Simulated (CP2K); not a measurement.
Runs of CP2K 2026.2 on GaP. It takes space group F-43m (No. 216, cubic). Conventional cell: a = 5.451 Å, b = 5.451 Å, c = 5.451 Å, α = 90.00°, β = 90.00°, γ = 90.00°. Ga (site symmetry -43m) has 4 P at 2.36 Å as nearest neighbours. Around P (site symmetry -43m) lie 4 Ga at 2.36 Å. 

| task | level | smearing | NGRIDS | points a segment of the path (NPOINTS) | bands added on the path | gap on the mesh (eV) | pressure (GPa) |
| --- | --- | --- | --- | --- | --- | --- | --- |
| single point | PBE | gaussian 0.018 eV | 5 | - | - | 1.66 | 2.9 |
| single point | PBE | gaussian 0.012 eV | 5 | - | - | 1.66 | 2.9 |
| band structure | PBEsol | fermi-dirac 0.05 eV | 5 | 6 | 2 | 1.51 | (a) |
| single point | PBE | gaussian 0.016 eV | 4 | - | - | 1.66 | 2.9 |
| single point | PBE | gaussian 0.014 eV | 4 | - | - | 1.66 | 2.9 |

Alike in all rows: potentials or basis POTENTIAL_UZH Ga GTH-PBE-q13, P GTH-PBE-q5; TZVP-MOLOPT-PBE-GTH basis; no spin polarisation; cell as given; k mesh 8 × 8 × 8.

**Question.** Fill in the values left out.

**Answer.** (a) 0.3.

Caveats: the basis of atomic orbitals isn't converged, which shifts pressures, moduli and gaps; the potentials were made for another functional, which shifts forces and pressure (some runs).

A k mesh can miss the band edges, and the runs leave out spin-orbit coupling on Ga.
